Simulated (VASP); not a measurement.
# KCl (Sylvite) (Fm-3m) in VASP: further runs

Aim: see how the results for KCl (Sylvite) move with the level of theory and the settings. Levels: PBE+D3, r2SCAN-EpsX. Tasks: Berry-phase polarisation, band structure.

Everything below comes from runs of VASP 6.6.1. Logs are shortened: lines on timing, memory, paths and dates and some standing lists are left out, and cuts for length are marked.

### 1 The crystal as given

It takes space group Fm-3m (No. 225, cubic). Conventional cell: a = 6.293 Å, b = 6.293 Å, c = 6.293 Å, α = 90.00°, β = 90.00°, γ = 90.00°. Around K (site symmetry m-3m) lie 6 Cl at 3.15 Å. Cl (site symmetry m-3m) is surrounded by 6 K at 3.15 Å.

### 2 Berry-phase polarisation, PBE+D3 (atoms moved at random, drawn with an rms of 0.05 Å)

The input, INCAR:

```
SYSTEM = KCl
  PREC = Accurate
  ENCUT = 520
  EDIFF = 1E-6
  ISMEAR = 0
  SIGMA = 0.05
  LREAL = .False.
  LASPH = .True.
  NELM = 100
  ALGO = Normal
  ISIF = 2
  LWAVE = .False.
  LCHARG = .False.
  GGA = PE
  IVDW = 11
  LCALCPOL = .True.
```

The input, KPOINTS:

```
regular mesh
0
Gamma
  7 7 7
  0 0 0
```

The input, POSCAR:

```
KCl
1.0
    0.0000000000      3.1464700000      3.1464700000
    3.1464700000      0.0000000000      3.1464700000
    3.1464700000      3.1464700000      0.0000000000
K Cl
1 1
Cartesian
   -0.0122366218     -0.0558529890     -0.0373360130
    3.1099646551      3.1508310074      3.1730450856
```

Potentials or basis: VASP PAW PBE potentials, release 64 (K_sv, Cl).

Command:

```sh
$ cat potpaw_PBE.64/K_sv/POTCAR potpaw_PBE.64/Cl/POTCAR > POTCAR
$ mpirun -np 1 vasp_std > vasp.out
```

OUTCAR:

```text
SYSTEM = KCl
   PREC = Accurate
   ENCUT = 520
   EDIFF = 1E-6
   ISMEAR = 0
   LREAL = .False.
   LASPH = .True.
   NELM = 100
   ISIF = 2
   GGA = PE
   IVDW = 11
 IVDW          = 11

 ion  position               nearest neighbor table
   1  0.987  0.001  0.995-   2 3.08   2 3.09   2 3.12   2 3.17   2 3.21   2 3.21
   2  0.511  0.498  0.491-   1 3.08   1 3.09   1 3.12   1 3.17   1 3.21   1 3.21

  LATTYP: Found a face centered cubic cell.
 ALAT       =     6.2929400000

  Lattice vectors:

 A1 = (   0.0000000000,   3.1464700000,   3.1464700000)
 A2 = (   3.1464700000,   0.0000000000,   3.1464700000)
 A3 = (   3.1464700000,   3.1464700000,   0.0000000000)

Analysis of symmetry for initial positions (statically):
=====================================================================
 Subroutine PRICEL returns:
 Original cell was already a primitive cell.

 Routine SETGRP: Setting up the symmetry group for a
 face centered cubic supercell.

 Subroutine GETGRP returns: Found  1 space group operations
 (whereof  1 operations were pure point group operations)
 out of a pool of 48 trial point group operations.

The static configuration has the point symmetry C_1 .

Analysis of symmetry for dynamics (positions and initial velocities):
=====================================================================
 Subroutine PRICEL returns:
 Original cell was already a primitive cell.

 Routine SETGRP: Setting up the symmetry group for a
 face centered cubic supercell.

 Subroutine GETGRP returns: Found  1 space group operations
 (whereof  1 operations were pure point group operations)
 out of a pool of 48 trial point group operations.

The dynamic configuration has the point symmetry C_1 .

 Subroutine INISYM returns: Found  1 space group operations
 (whereof  1 operations are pure point group operations),
 and found     1 'primitive' translations

----------------------------------------------------------------------------------------

                                     Primitive cell

  volume of cell :      62.3018

  direct lattice vectors                    reciprocal lattice vectors
     0.000000000  3.146470000  3.146470000    -0.158908237  0.158908237  0.158908237
     3.146470000  0.000000000  3.146470000     0.158908237 -0.158908237  0.158908237
     3.146470000  3.146470000  0.000000000     0.158908237  0.158908237 -0.158908237

  length of vectors
     4.449780548  4.449780548  4.449780548     0.275237140  0.275237140  0.275237140

  position of ions in fractional coordinates (direct lattice)
     0.987136000  0.000998000  0.995113000
     0.510717000  0.497729000  0.490669000

  ion indices of the primitive-cell ions
   primitive index   ion index
                 1           1
                 2           2

----------------------------------------------------------------------------------------

 KPOINTS: regular mesh

Automatic generation of k-mesh.
 Grid dimensions read from file:
 generate k-points for:    7    7    7

 Generating k-lattice:

  Cartesian coordinates                     Fractional coordinates (reciprocal lattice)
    -0.022701177  0.022701177  0.022701177     0.142857143  0.000000000  0.000000000
     0.022701177 -0.022701177  0.022701177     0.000000000  0.142857143  0.000000000
     0.022701177  0.022701177 -0.022701177     0.000000000  0.000000000  0.142857143

  Length of vectors
     0.039319591  0.039319591  0.039319591

  Shift w.r.t. Gamma in fractional coordinates (k-lattice)
     0.000000000  0.000000000  0.000000000

 Subroutine IBZKPT returns following result:
 ===========================================

 Found    172 irreducible k-points:

 Following reciprocal coordinates:
            Coordinates               Weight
  0.000000  0.000000  0.000000      1.000000
  0.142857  0.000000  0.000000      2.000000
  0.000000  0.142857  0.000000      2.000000
  0.000000  0.000000  0.142857      2.000000
  0.142857  0.142857  0.142857      2.000000
  0.285714  0.000000  0.000000      2.000000
[... 42 lines left out ...]
  0.000000  0.142857 -0.428571      2.000000
 -0.142857  0.428571 -0.142857      2.000000
 [... further k-points ...]
   k-points           NKPTS =    172   k-points in BZ     NKDIM =    172   number of bands    NBANDS=     12
   number of dos      NEDOS =    301   number of ions     NIONS =      2
   total plane-waves  NPLWV =  46656
   dimension x,y,z NGX =    36 NGY =   36 NGZ =   36
   dimension x,y,z NGXF=    72 NGYF=   72 NGZF=   72
   ions per type =               1   1
   NGX,Y,Z   is equivalent  to a cutoff of  13.45, 13.45, 13.45 a.u.
   NGXF,Y,Z  is equivalent  to a cutoff of  26.90, 26.90, 26.90 a.u.
 SYSTEM =  KCl
   PREC   = accura    normal or accurate (medium, high low for compatibility)
   ISTART =      0    job   : 0-new  1-cont  2-samecut
   ICHARG =      2    charge: 1-file 2-atom 10-const
   ISPIN  =      1    spin polarized calculation?
   LNONCOLLINEAR =      F non collinear calculations
   LSORBIT =      F    spin-orbit coupling
   LASPH  =      T    aspherical Exc in radial PAW
   ENCUT  =  520.0 eV  38.22 Ry    6.18 a.u.   8.27  8.27  8.27*2*pi/ulx,y,z
   NELM   =    100;   NELMIN=  2; NELMDL= -5     # of ELM steps
   EDIFF  = 0.1E-05   stopping-criterion for ELM
   LREAL  =      F    real-space projection
   EDIFFG = 0.1E-04   stopping-criterion for IOM
   NSW    =      0    number of steps for IOM
   IBRION =     -1    ionic relax: 0-MD 1-quasi-New 2-CG
   NFREE  =      0    steps in history (QN), initial steepest desc. (CG)
   ISIF   =      2    stress and relaxation
   ISYM   =      2    0-nonsym 1-usesym 2-fastsym
   POTIM  = 0.5000    time-step for ionic-motion
   TEBEG  =    0.0;   TEEND  =   0.0 temperature during run
   PSTRESS=    0.0 pullay stress
   NELECT =      16.0000    total number of electrons
   NUPDOWN=      -1.0000    fix difference up-down
   EMIN   =  10.00;   EMAX   =-10.00  energy-range for DOS
   EFERMI =   0.00;   METHOD = LEGACY
   ISMEAR =     0;   SIGMA  =   0.05  broadening in eV -4-tet -1-fermi 0-gaus
   EFERMI_NEDOS =   21; number of points for ismear=-14 and -15
   IALGO  =     38    algorithm
   IMIX   =      4    mixing-type and parameters
     AMIX     =   0.40;   BMIX     =  1.00
     AMIX_MAG =   1.60;   BMIX_MAG =  1.00
  volume/ion in A,a.u.               =      31.15       210.22
  Fermi-wavevector in a.u.,A,eV,Ry     =   1.040594  1.966437 14.732871  1.082835
  Thomas-Fermi vector in A             =   2.175177
   LORBIT       =      0    0 simple, 1 ext, 2 COOP (PROOUT), +10 PAW based schemes
   GGA     = PE    functional components
   LHFCALC =     F    Hartree Fock is set to
   AEXX    =    0.0000 exact exchange contribution
   IVDW    =    11    specifies the selected vdW correction
   LEPSILON=     F    determine dielectric tensor
   LRPA    =     F    only Hartree local field effects (RPA)
   LRPA       =     F
 non-spin polarized calculation
 Gauss-broadening in eV      SIGMA  =   0.05
  energy-cutoff  :      520.00
  volume of cell :       62.30
 maximum number of plane-waves:      1693
 NGX is ok and might be reduce to    36
   NGX = 17   NGY = 17   NGZ = 17

 number of electron      16.0000000 magnetization

 Free energy of the ion-electron system (eV)
  ---------------------------------------------------
  ext. energy  EPLUGINS =         0.00000000
  ---------------------------------------------------
  free energy    TOTEN  =        -6.79829710 eV

  energy without entropy =       -6.79829710  energy(sigma->0) =       -6.79829710

 E-fermi :  -1.5894     XC(G=0):  -7.5379

 val. band max:       -1.8448648634   @ k =   0.0000   0.0000   0.0000
 cond. band min:       3.3438425080   @ k =   0.0000   0.0000   0.0000
 fundamental gap:      5.1887073714
 Fermi energy:        -1.5893603930

 k-point     1 :       0.0000    0.0000    0.0000
  band No.  band energies     occupation
      1     -29.0374      2.00000
      2     -13.9631      2.00000
      3     -12.4990      2.00000
      4     -12.4985      2.00000
      5     -12.4965      2.00000
      6      -1.8458      2.00000
      7      -1.8456      2.00000
      8      -1.8449      2.00000
      9       3.3438      0.00000
     10       6.5379      0.00000
     11       6.5451      0.00000
     12       6.5566      0.00000

 k-point     2 :       0.1429    0.0000    0.0000
  band No.  band energies     occupation
      1     -29.0354      2.00000
      2     -14.0018      2.00000
      3     -12.5008      2.00000
      4     -12.5005      2.00000
      5     -12.4476      2.00000
      6      -2.0853      2.00000
      7      -1.9102      2.00000
      8      -1.9097      2.00000
      9       3.8234      0.00000
     10       6.4108      0.00000
     11       6.7919      0.00000
     12       6.7977      0.00000

 k-point     3 :       0.0000    0.1429    0.0000
  band No.  band energies     occupation
      1     -29.0354      2.00000
      2     -14.0025      2.00000
      3     -12.5018      2.00000
      4     -12.5004      2.00000
      5     -12.4460      2.00000
      6      -2.0866      2.00000
      7      -1.9095      2.00000
      8      -1.9073      2.00000
      9       3.8232      0.00000
     10       6.3904      0.00000
     11       6.7908      0.00000
     12       6.8026      0.00000

 k-point     4 :       0.0000    0.0000    0.1429
  band No.  band energies     occupation
      1     -29.0354      2.00000
      2     -14.0025      2.00000
      3     -12.5018      2.00000
      4     -12.5005      2.00000
      5     -12.4460      2.00000
      6      -2.0866      2.00000
      7      -1.9095      2.00000
      8      -1.9073      2.00000
      9       3.8232      0.00000
     10       6.3907      0.00000
     11       6.7907      0.00000
     12       6.8026      0.00000

 k-point     5 :       0.1429    0.1429    0.1429
  band No.  band energies     occupation
      1     -29.0354      2.00000
      2     -14.0022      2.00000
      3     -12.5010      2.00000
      4     -12.5008      2.00000
      5     -12.4467      2.00000
      6      -2.0860      2.00000
      7      -1.9099      2.00000
      8      -1.9082      2.00000
      9       3.8233      0.00000
     10       6.3994      0.00000
     11       6.7891      0.00000
     12       6.8026      0.00000
[... 468 lines left out ...]
      1     -29.0272      2.00000
      2     -14.0893      2.00000
      3     -12.5224      2.00000
      4     -12.5202      2.00000
      5     -12.3274      2.00000
      6      -2.7116      2.00000
      7      -2.1720      2.00000
      8      -2.1036      2.00000
      9       5.6059      0.00000
     10       6.2217      0.00000
     11       8.2596      0.00000
     12       8.6186      0.00000

 k-point    38 :      -0.1429    0.2857   -0.1429
  band No.  band energies     occupation
      1     -29.0272      2.00000
      2     -14.0898      2.00000
      3     -12.5227      2.00000
      4     -12.5196      2.00000
      5     -12.3272      2.00000
      6      -2.7112      2.00000
      7      -2.1706      2.00000
      8      -2.1048      2.00000
      9       5.6054      0.00000
     10       6.2255      0.00000
     11       8.2234      0.00000
     12       8.6026      0.00000

 k-point    39 :       0.2857    0.4286    0.4286
  band No.  band energies     occupation
      1     -29.0272      2.00000
      2     -14.0886      2.00000
      3     -12.5225      2.00000
      4     -12.5195      2.00000
      5     -12.3287      2.00000
      6      -2.7112      2.00000
      7      -2.1705      2.00000
      8      -2.1075      2.00000
      9       5.6103      0.00000
     10       6.2370      0.00000
     11       8.1991      0.00000
     12       8.5694      0.00000

 k-point    40 :       0.4286    0.0000    0.1429
  band No.  band energies     occupation
      1     -29.0273      2.00000
      2     -14.0875      2.00000
      3     -12.5228      2.00000
      4     -12.5192      2.00000
      5     -12.3299      2.00000
      6      -2.7115      2.00000
      7      -2.1730      2.00000
      8      -2.1079      2.00000
      9       5.6101      0.00000
     10       6.2377      0.00000
     11       8.2626      0.00000
     12       8.6767      0.00000

 [... further k-points ...]

------------------------ aborting loop because EDIFF is reached ----------------------------------------

            Ionic dipole moment: p[ion]=(    21.65962    -0.47215    -0.15000 ) |e| Angst

 Total electronic dipole moment: p[elc]=(     0.39298     0.40437     0.07805 ) |e| Angst

 Edisp (eV)   -0.37012

 E8    (eV) :    -0.2432

  FORCE on cell =-STRESS in cart. coord.  units (eV):
  Direction    XX          YY          ZZ          XY          YZ          ZX
  --------------------------------------------------------------------------------------
  -------------------------------------------------------------------------------------
  Total       0.28899     0.31843     0.32296     0.00343    -0.00907     0.00357
  in kB       7.43173     8.18880     8.30549     0.08818    -0.23330     0.09193
  external pressure =        7.98 kB  Pullay stress =        0.00 kB

 VOLUME and BASIS-vectors are now :
 -----------------------------------------------------------------------------
  energy-cutoff  :      520.00
  volume of cell :       62.30
      direct lattice vectors                 reciprocal lattice vectors
     0.000000000  3.146470000  3.146470000    -0.158908237  0.158908237  0.158908237
     3.146470000  0.000000000  3.146470000     0.158908237 -0.158908237  0.158908237
     3.146470000  3.146470000  0.000000000     0.158908237  0.158908237 -0.158908237

 POSITION                                       TOTAL-FORCE (eV/Angst)
 -----------------------------------------------------------------------------------
      3.13423      6.23709      3.10913        -0.029397      0.074278      0.079010
      3.10996      3.15083      3.17305         0.029397     -0.074278     -0.079010
 -----------------------------------------------------------------------------------
    total drift:                               -0.000032     -0.000009      0.000085

  FREE ENERGIE OF THE ION-ELECTRON SYSTEM (eV)
  ---------------------------------------------------
  free  energy   TOTEN  =        -7.1684187287 eV

  energy  without entropy=       -7.1684187287  energy(sigma->0) =       -7.16841873
```

Wall time 3.5 min (1 thread of Intel Xeon Platinum 8488C (Sapphire Rapids), shared host); peak memory 0.33 GiB.

Results:

* Dispersion energy per atom: -0.185 eV

Dipole moments of the cell (e·Å, modulo the quantum): ionic 21.660, -0.472, -0.150; electronic 0.393, 0.404, 0.078

(Part 1 of 2 ends here.)
